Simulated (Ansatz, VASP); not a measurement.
**As in VASP and in Ansatz**

```xyz
2
Lattice="1.8808 1.0859 3.5141 -1.8808 1.0859 3.5141 0.0000 -2.1718 3.5141" Properties=species:S:1:pos:R:3 pbc="T T T"
As    0.0000    0.0000    2.3825
As    0.0000    0.0000    8.1597
```

Alike in both runs: functional PBE; k mesh 7 × 7 × 7; occupations fermi-dirac, width 0.05 eV; non-collinear spin, spin-orbit coupling.

```csv
,VASP,Ansatz
version,VASP 6.6.1,Ansatz 0.2.0
potentials or method,"VASP PAW PBE potentials, release 64 (As)",Ansatz PAW
plane-wave cutoff (eV),520,420
valence electrons in the cell,10,30
task,single point,band structure
```

|  | VASP | Ansatz | Ansatz less VASP |
| --- | --- | --- | --- |
| gap on the k mesh at the Fermi level (eV) | none | none | - |
| pressure (GPa) | 4.0 | 3.6 | -0.33 |
| largest component of the traceless stress (GPa) | 0.69 | 0.58 | -0.108 |
| rms of the force components (eV/Å) | 0.260 | 0.225 | -0.0352 |
| net moment per atom (μB) | 0.00 | 0.00 | 0.000 |

Atom by atom the forces differ by 0.035 eV/Å (rms over components). A gap of «none» marks a metal or a gap that the smearing closes. The functional is the same, so the differences come from potentials, cutoffs and numerics. The two sets of potentials don't hold the same shells in valence.
